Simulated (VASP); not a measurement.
# IrO2 (P4_2/mnm) in VASP: further runs

One crystal, IrO2, is run at these levels: PBEsol; tasks: relaxation of cell and atoms.

The COD entry that gives the cell may itself be a prediction, so a difference from it is no test against experiment.

Everything below comes from runs of VASP 6.6.1. Logs are shortened: lines on timing, memory, paths and dates and some standing lists are left out, and cuts for length are marked.

## Step 1: The crystal as given

Symmetry: P4_2/mnm, No. 136, tetragonal system. The conventional cell has a = 4.505 Å, b = 4.505 Å, c = 3.159 Å, α = 90.00°, β = 90.00°, γ = 90.00°. Around Ir (site symmetry mmm) lie 6 O at 1.96 to 2.00 Å. O (site symmetry m2m) has 3 Ir at 1.96 to 2.00 Å as nearest neighbours.

## Step 2: Relaxation of cell and atoms, PBEsol

INCAR

```
SYSTEM = IrO2
PREC = Accurate ; ENCUT = 600
EDIFF = 1E-6 ; ISMEAR = 1
SIGMA = 0.1 ; LREAL = .False.
LASPH = .True. ; NELM = 80
ALGO = Normal ; ISIF = 3
LWAVE = .False. ; LCHARG = .False.
GGA = PS ; IBRION = 2
NSW = 90 ; EDIFFG = -0.01
KPAR = 4
```

KPOINTS

```
regular mesh
0
Gamma
  8 8 12
  0 0 0
```

POSCAR

```
IrO2
1.0
    4.5051000000      0.0000000000      0.0000000000
    0.0000000000      4.5051000000      0.0000000000
    0.0000000000      0.0000000000      3.1586000000
Ir O
2 4
Direct
    0.0000000000      0.0000000000      0.0000000000
    0.5000000000      0.5000000000      0.5000000000
    0.3077000000      0.3077000000      0.0000000000
    0.1923000000      0.8077000000      0.5000000000
    0.6923000000      0.6923000000      0.0000000000
    0.8077000000      0.1923000000      0.5000000000
```

Potentials or basis: VASP PAW PBE potentials, release 64 (Ir, O).

Started as:

```bash
$ cat potpaw_PBE.64/Ir/POTCAR potpaw_PBE.64/O/POTCAR > POTCAR
$ mpirun -np 4 vasp_std > vasp.out
```

OUTCAR:

```text
SYSTEM = IrO2
   PREC = Accurate
   ENCUT = 600
   EDIFF = 1E-6
   ISMEAR = 1
   LREAL = .False.
   LASPH = .True.
   NELM = 80
   ISIF = 3
   GGA = PS
   IBRION = 2
   NSW = 90
   EDIFFG = -0.01

 ion  position               nearest neighbor table
   1  0.000  0.000  0.000-   3 1.96   5 1.96   4 2.00   6 2.00   4 2.00   6 2.00
   2  0.500  0.500  0.500-   4 1.96   6 1.96   5 2.00   3 2.00   3 2.00   5 2.00
   3  0.308  0.308  0.000-   1 1.96   2 2.00   2 2.00
   4  0.192  0.808  0.500-   2 1.96   1 2.00   1 2.00
   5  0.692  0.692  0.000-   1 1.96   2 2.00   2 2.00
   6  0.808  0.192  0.500-   2 1.96   1 2.00   1 2.00

  LATTYP: Found a simple tetragonal cell.
 ALAT       =     4.5051000000
 C/A-ratio  =     0.7011165124

  Lattice vectors:

 A1 = (   4.5051000000,   0.0000000000,   0.0000000000)
 A2 = (   0.0000000000,   4.5051000000,   0.0000000000)
 A3 = (   0.0000000000,   0.0000000000,   3.1586000000)

Analysis of symmetry for initial positions (statically):
=====================================================================
 Subroutine PRICEL returns:
 Original cell was already a primitive cell.

 Routine SETGRP: Setting up the symmetry group for a
 simple tetragonal supercell.

 Subroutine GETGRP returns: Found 16 space group operations
 (whereof  8 operations were pure point group operations)
 out of a pool of 16 trial point group operations.

The static configuration has the point symmetry D_2h.
 The point group associated with its full space group is D_4h.

Analysis of symmetry for dynamics (positions and initial velocities):
=====================================================================
 Subroutine PRICEL returns:
 Original cell was already a primitive cell.

 Routine SETGRP: Setting up the symmetry group for a
 simple tetragonal supercell.

 Subroutine GETGRP returns: Found 16 space group operations
 (whereof  8 operations were pure point group operations)
 out of a pool of 16 trial point group operations.

The dynamic configuration has the point symmetry D_2h.
 The point group associated with its full space group is D_4h.

 Subroutine INISYM returns: Found 16 space group operations
 (whereof  8 operations are pure point group operations),
 and found     1 'primitive' translations

----------------------------------------------------------------------------------------

                                     Primitive cell

  volume of cell :      64.1067

  direct lattice vectors                    reciprocal lattice vectors
     4.505100000  0.000000000  0.000000000     0.221970655  0.000000000  0.000000000
     0.000000000  4.505100000  0.000000000     0.000000000  0.221970655  0.000000000
     0.000000000  0.000000000  3.158600000     0.000000000  0.000000000  0.316595960

  length of vectors
     4.505100000  4.505100000  3.158600000     0.221970655  0.221970655  0.316595960

  position of ions in fractional coordinates (direct lattice)
     0.000000000  0.000000000  0.000000000
     0.500000000  0.500000000  0.500000000
     0.307700000  0.307700000  0.000000000
     0.192300000  0.807700000  0.500000000
     0.692300000  0.692300000  0.000000000
     0.807700000  0.192300000  0.500000000

  ion indices of the primitive-cell ions
   primitive index   ion index
                 1           1
                 2           2
                 3           3
                 4           4
                 5           5
                 6           6

----------------------------------------------------------------------------------------

 KPOINTS: regular mesh

Automatic generation of k-mesh.
 Grid dimensions read from file:
 generate k-points for:    8    8   12

 Generating k-lattice:

  Cartesian coordinates                     Fractional coordinates (reciprocal lattice)
     0.027746332  0.000000000  0.000000000     0.125000000  0.000000000  0.000000000
     0.000000000  0.027746332  0.000000000     0.000000000  0.125000000  0.000000000
     0.000000000  0.000000000  0.026382997     0.000000000  0.000000000  0.083333333

  Length of vectors
     0.027746332  0.027746332  0.026382997

  Shift w.r.t. Gamma in fractional coordinates (k-lattice)
     0.000000000  0.000000000  0.000000000

 Subroutine IBZKPT returns following result:
 ===========================================

 Found    105 irreducible k-points:

 Following reciprocal coordinates:
            Coordinates               Weight
  0.000000  0.000000  0.000000      1.000000
  0.125000  0.000000  0.000000      4.000000
  0.250000  0.000000  0.000000      4.000000
  0.375000  0.000000  0.000000      4.000000
  0.500000  0.000000  0.000000      2.000000
  0.125000  0.125000  0.000000      4.000000
[... 16 lines left out ...]
  0.375000  0.125000  0.083333     16.000000
  0.500000  0.125000  0.083333      8.000000
 [... further k-points ...]
   k-points           NKPTS =    105   k-points in BZ     NKDIM =    105   number of bands    NBANDS=     25
   number of dos      NEDOS =    301   number of ions     NIONS =      6
   total plane-waves  NPLWV =  36288
   dimension x,y,z NGX =    36 NGY =   36 NGZ =   28
   dimension x,y,z NGXF=    72 NGYF=   72 NGZF=   56
   ions per type =               2   4
   NGX,Y,Z   is equivalent  to a cutoff of  13.28, 13.28, 14.74 a.u.
   NGXF,Y,Z  is equivalent  to a cutoff of  26.57, 26.57, 29.47 a.u.
 SYSTEM =  IrO2
   PREC   = accura    normal or accurate (medium, high low for compatibility)
   ISTART =      0    job   : 0-new  1-cont  2-samecut
   ICHARG =      2    charge: 1-file 2-atom 10-const
   ISPIN  =      1    spin polarized calculation?
   LNONCOLLINEAR =      F non collinear calculations
   LSORBIT =      F    spin-orbit coupling
   LASPH  =      T    aspherical Exc in radial PAW
   ENCUT  =  600.0 eV  44.10 Ry    6.64 a.u.   9.00  9.00  6.31*2*pi/ulx,y,z
   NELM   =     80;   NELMIN=  2; NELMDL= -5     # of ELM steps
   EDIFF  = 0.1E-05   stopping-criterion for ELM
   LREAL  =      F    real-space projection
   EDIFFG = -.1E-01   stopping-criterion for IOM
   NSW    =     90    number of steps for IOM
   IBRION =      2    ionic relax: 0-MD 1-quasi-New 2-CG
   NFREE  =      1    steps in history (QN), initial steepest desc. (CG)
   ISIF   =      3    stress and relaxation
   ISYM   =      2    0-nonsym 1-usesym 2-fastsym
   POTIM  = 0.5000    time-step for ionic-motion
   TEBEG  =    0.0;   TEEND  =   0.0 temperature during run
   PSTRESS=    0.0 pullay stress
   NELECT =      42.0000    total number of electrons
   NUPDOWN=      -1.0000    fix difference up-down
   EMIN   =  10.00;   EMAX   =-10.00  energy-range for DOS
   EFERMI =   0.00;   METHOD = LEGACY
   ISMEAR =     1;   SIGMA  =   0.10  broadening in eV -4-tet -1-fermi 0-gaus
   EFERMI_NEDOS =   21; number of points for ismear=-14 and -15
   IALGO  =     38    algorithm
   IMIX   =      4    mixing-type and parameters
     AMIX     =   0.40;   BMIX     =  1.00
     AMIX_MAG =   1.60;   BMIX_MAG =  1.00
  volume/ion in A,a.u.               =      10.68        72.10
  Fermi-wavevector in a.u.,A,eV,Ry     =   1.421860  2.686925 27.506696  2.021685
  Thomas-Fermi vector in A             =   2.542625
   LORBIT       =      0    0 simple, 1 ext, 2 COOP (PROOUT), +10 PAW based schemes
   GGA     = PS    functional components
   LHFCALC =     F    Hartree Fock is set to
   AEXX    =    0.0000 exact exchange contribution
   IVDW    =     0    specifies the selected vdW correction
   LEPSILON=     F    determine dielectric tensor
   LRPA    =     F    only Hartree local field effects (RPA)
 conjugate gradient relaxation of ions
 non-spin polarized calculation
 Methfessel and Paxton  Order N= 1 SIGMA  =   0.10
  energy-cutoff  :      600.00
  volume of cell :       64.11
 maximum number of plane-waves:      2168
 NGX is ok and might be reduce to    36
   NGX = 17   NGY = 17   NGZ = 13

--------------------------------------- Ionic step        1  -------------------------------------------

 number of electron      41.9999996 magnetization

 Free energy of the ion-electron system (eV)
  ---------------------------------------------------
  ext. energy  EPLUGINS =         0.00000000
  ---------------------------------------------------
  free energy    TOTEN  =       -45.56203876 eV

  energy without entropy =      -45.56332020  energy(sigma->0) =      -45.56246591

------------------------ aborting loop because EDIFF is reached ----------------------------------------

  FORCE on cell =-STRESS in cart. coord.  units (eV):
  Direction    XX          YY          ZZ          XY          YZ          ZX
  --------------------------------------------------------------------------------------
  -------------------------------------------------------------------------------------
  Total       -0.8883369     -0.8883369     -0.7043051     -0.0000000      0.0000000      0.0000000
  in kB      -22.2016254    -22.2016254    -17.6022380     -0.0000000      0.0000000      0.0000000
  external PRESSURE =     -20.6684963 kB  Pullay stress =       0.0000000 kB
[... 305 lines left out ...]
  energy  without entropy=      -45.5691141756  energy(sigma->0) =      -45.56834304

--------------------------------------- Ionic step        9  -------------------------------------------

 number of electron      41.9999992 magnetization

 Free energy of the ion-electron system (eV)
  ---------------------------------------------------
  ext. energy  EPLUGINS =         0.00000000
  ---------------------------------------------------
  free energy    TOTEN  =       -45.56795709 eV

  energy without entropy =      -45.56911660  energy(sigma->0) =      -45.56834360

 E-fermi :   6.1664     XC(G=0): -12.3071

 val. band max:        6.1616747244   @ k =   0.3750   0.3750   0.1667
 cond. band min:       6.1772435025   @ k =   0.2500   0.0000   0.3333
 fundamental gap:      0.0155687781
 Fermi energy:         6.1664360517

 k-point     1 :       0.0000    0.0000    0.0000
  band No.  band energies     occupation
      1     -15.1063      2.00000
      2     -13.8645      2.00000
      3     -12.7339      2.00000
      4     -12.7339      2.00000
      5      -3.8335      2.00000
      6      -3.5890      2.00000
[... 661 lines left out ...]
     24       9.4086      0.00000
     25       9.8194      0.00000

 [... further k-points ...]

------------------------ aborting loop because EDIFF is reached ----------------------------------------

  FORCE on cell =-STRESS in cart. coord.  units (eV):
  Direction    XX          YY          ZZ          XY          YZ          ZX
  --------------------------------------------------------------------------------------
  -------------------------------------------------------------------------------------
  Total       -0.0459052     -0.0459052      0.0077025     -0.0000000      0.0000000      0.0000000
  in kB       -1.1560032     -1.1560032      0.1939683     -0.0000000      0.0000000      0.0000000
  external PRESSURE =      -0.7060127 kB  Pullay stress =       0.0000000 kB
[... 21 lines left out ...]
  FREE ENERGIE OF THE ION-ELECTRON SYSTEM (eV)
  ---------------------------------------------------
  free  energy   TOTEN  =       -45.5679570946 eV

  energy  without entropy=      -45.5691165958  energy(sigma->0) =      -45.56834360

 reached required accuracy - stopping structural energy minimisation
```

Wall time 1.9 min (4 MPI ranks of Intel Xeon Platinum 8488C (Sapphire Rapids), shared host); peak memory 0.31 GiB.

What came out:

```
Free energy                            : -45.5680 eV
Relaxed volume                         : 10.60 Å³/atom
Relaxed cell                           : a = 4.485 Å, b = 4.485 Å, c = 3.164 Å, α = 90.00°, β = 90.00°, γ = 90.00°
Space group after relaxing (to 0.05 Å) : P4_2/mnm (No. 136)
Energy gained by relaxing              : 1.0 meV/atom
Ionic steps                            : 9
Pressure after relaxing                : -0.1 GPa
Largest force after relaxing           : 0.008 eV/Å
Band gap on the k mesh                 : none (metal or under the smearing width)
```

Forces on the atoms (eV/Å):
```
Ir   0.000  0.000  0.000
Ir   0.000  0.000  0.000
O   -0.005 -0.005  0.000
O    0.005 -0.005  0.000
O    0.005  0.005  0.000
O   -0.005  0.005  0.000
```

Step by step:
| step | energy change (eV) | largest force (eV/Å) | pressure (GPa) | volume (Å³) |
| --- | --- | --- | --- | --- |
| 1 | 0.0000 | 0.1510 | -2.07 | 64.11 |
| 2 | 0.0064 | 0.1025 | 4.22 | 62.84 |
| 3 | -0.0041 | 0.0571 | 0.31 | 63.61 |
| 4 | -0.0058 | 0.0206 | 0.08 | 63.60 |
| 5 | -0.0059 | 0.0114 | 0.03 | 63.59 |
| 6 | -0.0059 | 0.0124 | 0.05 | 63.59 |
| 7 | -0.0059 | 0.0166 | 0.06 | 63.59 |
| 8 | -0.0059 | 0.0130 | 0.05 | 63.59 |
| 9 | -0.0059 | 0.0077 | -0.07 | 63.62 |

Final structure:
```cif
data_structure
_symmetry_space_group_name_H-M 'P 1'
_symmetry_Int_Tables_number 1
_cell_length_a 4.4845
_cell_length_b 4.4845
_cell_length_c 3.1636
_cell_angle_alpha 90.000
_cell_angle_beta 90.000
_cell_angle_gamma 90.000
_cell_volume 63.62
loop_
_atom_site_label
_atom_site_type_symbol
_atom_site_fract_x
_atom_site_fract_y
_atom_site_fract_z
_atom_site_occupancy
Ir1 Ir 0.00000 0.00000 0.00000 1
Ir2 Ir 0.50000 0.50000 0.50000 1
O1 O 0.30888 0.30888 0.00000 1
O2 O 0.19112 0.80888 0.50000 1
O3 O 0.69112 0.69112 0.00000 1
O4 O 0.80888 0.19112 0.50000 1
```

Levels at points of the mesh, in eV from the Fermi level:
```csv
k point,band 19,band 20,band 21,band 22,band 23,band 24
"(0.00, 0.00, 0.00)",-2.39,-2.32,-2.23,0.74,1.26,4.13
"(0.50, 0.00, 0.00)",-1.33,-1.33,-0.31,-0.31,3.57,3.57
"(0.50, 0.50, 0.00)",-2.44,-2.44,0.21,0.21,2.50,2.50
"(0.00, 0.00, 0.50)",-0.69,-0.69,0.27,0.27,2.24,2.24
"(0.50, 0.00, 0.50)",-1.82,-1.82,0.55,0.55,1.11,1.11
"(0.50, 0.50, 0.50)",-1.25,-1.25,-0.49,-0.49,2.20,2.20
```

Caveat: the PAW data sets were made with another functional, which shifts forces and pressure a little. Spin-orbit coupling is left out, which matters for the levels of Ir.

## Step 3: Relaxation of cell and atoms, PBEsol

This run uses another cell than the first one, of 10.60 Å³/atom, 0.992 times its volume.

INCAR

```
SYSTEM = IrO2
PREC = Accurate ; ENCUT = 600
EDIFF = 1E-7 ; ISMEAR = 1
SIGMA = 0.1 ; LREAL = .False.
LASPH = .True. ; NELM = 80
ALGO = Normal ; ISIF = 3
LWAVE = .False. ; LCHARG = .False.
GGA = PS ; IBRION = 2
NSW = 90 ; EDIFFG = -0.005
KPAR = 4
```

KPOINTS is that of step 2.

POSCAR

```
IrO2                                    
1.0
    4.4845155486      0.0000000000      0.0000000000
   -0.0000000000      4.4845155486      0.0000000000
    0.0000000000      0.0000000000      3.1636025679
  Ir              O             
     2     4
Direct
     0.0000000000000000    1.0000000000000000    1.0000000000000000
     0.5000000000000000    0.5000000000000000    0.5000000000000000
     0.3088788507709553    0.3088788507709553    0.0000000000000000
     0.1911211492290447    0.8088788507709552    0.5000000000000000
     0.6911211492290448    0.6911211492290448    0.0000000000000000
     0.8088788507709552    0.1911211492290447    0.5000000000000000
```

Potentials or basis: VASP PAW PBE potentials, release 64 (Ir, O).

Started as:

```bash
$ cat potpaw_PBE.64/Ir/POTCAR potpaw_PBE.64/O/POTCAR > POTCAR
$ mpirun -np 4 vasp_std > vasp.out
```

OUTCAR:

```text
SYSTEM = IrO2
   PREC = Accurate
   ENCUT = 600
   EDIFF = 1E-7
   ISMEAR = 1
   LREAL = .False.
   LASPH = .True.
   NELM = 80
   ISIF = 3
   GGA = PS
   IBRION = 2
   NSW = 90
   EDIFFG = -0.005

 ion  position               nearest neighbor table
   1  0.000  0.000  0.000-   3 1.96   5 1.96   4 1.99   6 1.99   4 1.99   6 1.99
   2  0.500  0.500  0.500-   4 1.96   6 1.96   5 1.99   3 1.99   3 1.99   5 1.99
   3  0.309  0.309  0.000-   1 1.96   2 1.99   2 1.99
   4  0.191  0.809  0.500-   2 1.96   1 1.99   1 1.99
   5  0.691  0.691  0.000-   1 1.96   2 1.99   2 1.99
   6  0.809  0.191  0.500-   2 1.96   1 1.99   1 1.99

  LATTYP: Found a simple tetragonal cell.
 ALAT       =     4.4845155486
 C/A-ratio  =     0.7054502395

  Lattice vectors:

 A1 = (   4.4845155486,   0.0000000000,   0.0000000000)
[... 276 lines left out ...]
  ---------------------------------------------------
  free energy    TOTEN  =       -45.56679502 eV

  energy without entropy =      -45.56795154  energy(sigma->0) =      -45.56718052

 E-fermi :   6.1704     XC(G=0): -12.3088

 val. band max:        6.1657377093   @ k =   0.3750   0.3750   0.1667
 cond. band min:       6.1811641086   @ k =   0.2500   0.0000   0.3333
 fundamental gap:      0.0154263993
 Fermi energy:         6.1703729914

 k-point     1 :       0.0000    0.0000    0.0000
  band No.  band energies     occupation
      1     -15.1047      2.00000
      2     -13.8622      2.00000
      3     -12.7311      2.00000
      4     -12.7311      2.00000
      5      -3.8322      2.00000
      6      -3.5879      2.00000
[... 661 lines left out ...]
     24       9.4135      0.00000
     25       9.8239      0.00000

 [... further k-points ...]

------------------------ aborting loop because EDIFF is reached ----------------------------------------

  FORCE on cell =-STRESS in cart. coord.  units (eV):
  Direction    XX          YY          ZZ          XY          YZ          ZX
  --------------------------------------------------------------------------------------
  -------------------------------------------------------------------------------------
  Total       -0.0007419     -0.0007419      0.0080861      0.0000000      0.0000000      0.0000000
  in kB       -0.0186876     -0.0186876      0.2036828      0.0000000      0.0000000      0.0000000
  external PRESSURE =       0.0554358 kB  Pullay stress =       0.0000000 kB
[... 21 lines left out ...]
  FREE ENERGIE OF THE ION-ELECTRON SYSTEM (eV)
  ---------------------------------------------------
  free  energy   TOTEN  =       -45.5667950157 eV

  energy  without entropy=      -45.5679515375  energy(sigma->0) =      -45.56718052

 reached required accuracy - stopping structural energy minimisation
```

It took 59 s on 4 MPI ranks of Intel Xeon Platinum 8488C (Sapphire Rapids), shared host; peak memory 0.32 GiB.

What came out:

```
Free energy                            : -45.5668 eV
Relaxed volume                         : 10.60 Å³/atom
Relaxed cell                           : a = 4.484 Å, b = 4.484 Å, c = 3.164 Å, α = 90.00°, β = 90.00°, γ = 90.00°
Space group after relaxing (to 0.05 Å) : P4_2/mnm (No. 136)
Energy gained by relaxing              : 0.0 meV/atom
Ionic steps                            : 3
Pressure after relaxing                : 0.0 GPa
Band gap on the k mesh                 : none (metal or under the smearing width)
```

Final structure:
```
CELL_PARAMETERS angstrom
4.48377 0.00000 0.00000
0.00000 4.48377 0.00000
0.00000 0.00000 3.16379
ATOMIC_POSITIONS crystal
Ir 0.00000 0.00000 0.00000
Ir 0.50000 0.50000 0.50000
O 0.30885 0.30885 0.00000
O 0.19115 0.80885 0.50000
O 0.69115 0.69115 0.00000
O 0.80885 0.19115 0.50000
```

Caveat: the PAW data sets were made with another functional, which shifts forces and pressure a little. The run has no spin-orbit coupling, so splittings on Ir are missing.
